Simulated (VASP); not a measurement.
Level of theory: PBE GGA, VASP's PBE PAW potentials (set 64) (plane waves; VASP 6.6.1).

Input for VASP

File KPOINTS:
```
k-points along high-symmetry lines
15
Line-mode
Reciprocal
  0.000000   0.000000   0.000000 ! GAMMA
  0.500000   0.000000   0.500000 ! X

  0.500000   0.000000   0.500000 ! X
  0.625000   0.250000   0.625000 ! U

  0.375000   0.375000   0.750000 ! K
  0.000000   0.000000   0.000000 ! GAMMA

  0.000000   0.000000   0.000000 ! GAMMA
  0.500000   0.500000   0.500000 ! L

  0.500000   0.500000   0.500000 ! L
  0.500000   0.250000   0.750000 ! W

  0.500000   0.250000   0.750000 ! W
  0.500000   0.000000   0.500000 ! X
```

### POSCAR
```
SrF2
1.0
  0.0000000000   2.9333246790   2.9333246790
  2.9333246790   0.0000000000   2.9333246790
  2.9333246790   2.9333246790   0.0000000000
Sr F
1 2
Direct
  0.0000000000   0.0000000000   0.0000000000
  0.2500000000   0.2500000000   0.2500000000
  0.7500000000   0.7500000000   0.7500000000
```

### INCAR
```
# general
SYSTEM   =  SrF2
PREC     =  Accurate
ENCUT    =  520   # plane-wave cut-off (eV)
LREAL    =  .FALSE.   # projection in real space or not
LASPH    =  .TRUE.   # aspherical one-centre terms
ICHARG   =  11   # fixed density

# electronic loop
EDIFF    =  1E-7   # SCF stop (eV)
NELM     =  100   # most electronic steps
ALGO     =  Normal
LMAXMIX  =  4   # l cut-off of mixed one-centre charges

# smearing
ISMEAR   =  0
SIGMA    =  0.05

# functional
GGA      =  PE   # PBE

# output
LWAVE    =  .FALSE.
LCHARG   =  .FALSE.
LORBIT   =  11
```

POTCAR, in this order: Sr_sv F (PBE.64 set). Program: vasp_std. Read from the step before: CHGCAR.

Output of the run:

### OUTCAR
```
 ion  position               nearest neighbor table
   1  0.000  0.000  0.000-   3 2.54   3 2.54   3 2.54   2 2.54   3 2.54   2 2.54   2 2.54   2 2.54
  LATTYP: Found a face centered cubic cell.
 ALAT       =     5.8666493580
 Subroutine PRICEL returns:
 Original cell was already a primitive cell.
 Subroutine GETGRP returns: Found 48 space group operations
The static configuration has the point symmetry O_h .
The dynamic configuration has the point symmetry O_h .
 Subroutine INISYM returns: Found 48 space group operations
   k-points           NKPTS =     90   k-points in BZ     NKDIM =     90   number of bands    NBANDS=     16
   number of dos      NEDOS =    301   number of ions     NIONS =      3
   total plane-waves  NPLWV =  32768
   dimension x,y,z NGX =    32 NGY =   32 NGZ =   32
   dimension x,y,z NGXF=    64 NGYF=   64 NGZF=   64
   ions per type =               1   2
   PREC   = accura    normal or accurate (medium, high low for compatibility)
   ISTART =      0    job   : 0-new  1-cont  2-samecut
   ICHARG =     11    charge: 1-file 2-atom 10-const
   ISPIN  =      1    spin polarized calculation?
   LNONCOLLINEAR =      F non collinear calculations
   LSORBIT =      F    spin-orbit coupling
   INIWAV =      1    electr: 0-lowe 1-rand  2-diag
   ENCUT  =  520.0 eV  38.22 Ry    6.18 a.u.   7.71  7.71  7.71*2*pi/ulx,y,z
   NELM   =    100;   NELMIN=  2; NELMDL= -5     # of ELM steps
...
```

**OSZICAR**
```
       N       E                     dE             d eps       ncg     rms          rms(c)
DAV:   1     0.141585255003E+03    0.14159E+03   -0.13900E+04  2880   0.145E+03
DAV:   2    -0.110980916265E+02   -0.15268E+03   -0.14918E+03  3808   0.302E+02
DAV:   3    -0.168173209614E+02   -0.57192E+01   -0.57122E+01  3984   0.615E+01
DAV:   4    -0.170187158597E+02   -0.20139E+00   -0.20137E+00  4096   0.842E+00
DAV:   5    -0.170225085316E+02   -0.37927E-02   -0.37926E-02  4016   0.927E-01
DAV:   6    -0.170225650335E+02   -0.56502E-04   -0.56502E-04  3888   0.861E-02
DAV:   7    -0.170225654823E+02   -0.44879E-06   -0.44879E-06  4040   0.874E-03
DAV:   8    -0.170225654856E+02   -0.32401E-08   -0.32482E-08  2840   0.840E-04
   1 F= -.17022565E+02 E0= -.17022565E+02  d E =-.143449E-17
```

**OUTCAR**
```
 val. band max:       -1.9387498543   @ k =   0.5000   0.0000   0.5000

 cond. band min:       4.7937802411   @ k =   0.0000   0.0000   0.0000



 k-point     1 :       0.0000    0.0000    0.0000
  band No.  band energies     occupation
      1     -32.2723      2.00000
      2     -21.2835      2.00000
      3     -20.8970      2.00000
      4     -14.1780      2.00000
      5     -14.1780      2.00000
      6     -14.1780      2.00000
      7      -3.5605      2.00000
      8      -3.5605      2.00000
      9      -3.5605      2.00000
     10      -2.0484      2.00000
     11      -2.0484      2.00000
     12      -2.0484      2.00000
     13       4.7938      0.00000
     14       7.9867      0.00000
     15       7.9867      0.00000
     16      10.2862      0.00000

 k-point     2 :       0.0357    0.0000    0.0357
  band No.  band energies     occupation
      1     -32.2715      2.00000
      2     -21.2854      2.00000
      3     -20.8994      2.00000
      4     -14.1803      2.00000
      5     -14.1803      2.00000
      6     -14.1746      2.00000
      7      -3.5546      2.00000
      8      -3.5546      2.00000
      9      -3.5430      2.00000
     10      -2.0777      2.00000
     11      -2.0473      2.00000
     12      -2.0473      2.00000
     13       4.8368      0.00000
     14       7.9738      0.00000
     15       8.0002      0.00000
     16      10.2687      0.00000

 k-point     3 :       0.0714    0.0000    0.0714
  band No.  band energies     occupation
      1     -32.2692      2.00000
      2     -21.2905      2.00000
      3     -20.9063      2.00000
      4     -14.1869      2.00000
      5     -14.1869      2.00000
      6     -14.1645      2.00000
      7      -3.5369      2.00000
      8      -3.5369      2.00000
      9      -3.4910      2.00000
     10      -2.1629      2.00000
     11      -2.0446      2.00000
     12      -2.0446      2.00000
     13       4.9635      0.00000
     14       7.9347      0.00000
...
```

The density is held fixed in this step, so its total energy and stress have no physical meaning.

The compound is SrF2 in the fluorite structure. It was relaxed first.
